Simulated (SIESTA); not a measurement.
Crystal: Cu.

```
CELL_PARAMETERS angstrom
-1.44279 1.44279 1.37608
1.44279 -1.44279 1.37608
1.44279 1.44279 -1.37608
ATOMIC_POSITIONS crystal
Cu 0.00000 0.00000 0.00000
```

This isn't the form of Cu at room conditions, which is fcc.

- Program: SIESTA 5.4.2
- Task: relaxation of cell and atoms
- Functional: PBE
- Potentials or basis: PseudoDojo 0.4 standard (PBE files)
- Basis: SZ (energy shift 0.01 Ry)
- Grid cutoff: 800 Ry
- Energy shift: 0.01 Ry
- k mesh: 13 × 13 × 13
- Occupations: fermi-dirac, width 0.05 eV
- Spin: no spin polarisation

At the start: pressure 28.5 GPa; volume 11.46 Å³/atom.

**Question.** How do energy, volume and symmetry change on relaxing?

**Answer.** Over 10 steps the energy falls by 171.8 meV/atom and the volume is 13.83 Å³/atom (+20.7 %); space group I4/mmm (No. 139, to 0.05 Å).

The path:
| step | energy change (eV) | largest force (eV/Å) | pressure (GPa) | volume (Å³) |
| --- | --- | --- | --- | --- |
| 1 | 0.0000 | 0.0000 | 28.49 | 11.46 |
| 2 | -0.0101 | 0.0000 | 27.28 | 11.52 |
| 3 | -0.1579 | 0.0000 | 5.98 | 13.06 |
| 4 | -0.1708 | 0.0000 | 1.54 | 13.62 |
| 5 | -0.1717 | 0.0000 | -0.39 | 13.88 |
| 6 | -0.1713 | 0.0000 | -1.01 | 13.98 |
| 7 | -0.1711 | 0.0000 | -1.20 | 14.01 |
| 8 | -0.1712 | 0.0000 | -1.10 | 13.99 |
| 9 | -0.1711 | 0.0000 | -1.15 | 14.00 |
| 10 | -0.1718 | 0.0000 | -0.02 | 13.83 |

Final structure:
```yaml
crystal:
  lattice:
    - [-1.53506, 1.53510, 1.46731]
    - [1.53510, -1.53506, 1.46731]
    - [1.53515, 1.53515, -1.46727]
  atoms:
    - { symbol: Cu, position: [0.00000, 0.00000, 0.00000] }
```

Caveat: the basis has no polarisation orbitals; short orbitals over semicore shells can move pressures by several GPa; the volume moved by over 15 % at a fixed basis, so the end points are rough; the basis of atomic orbitals isn't converged, which shifts pressures, moduli and gaps.
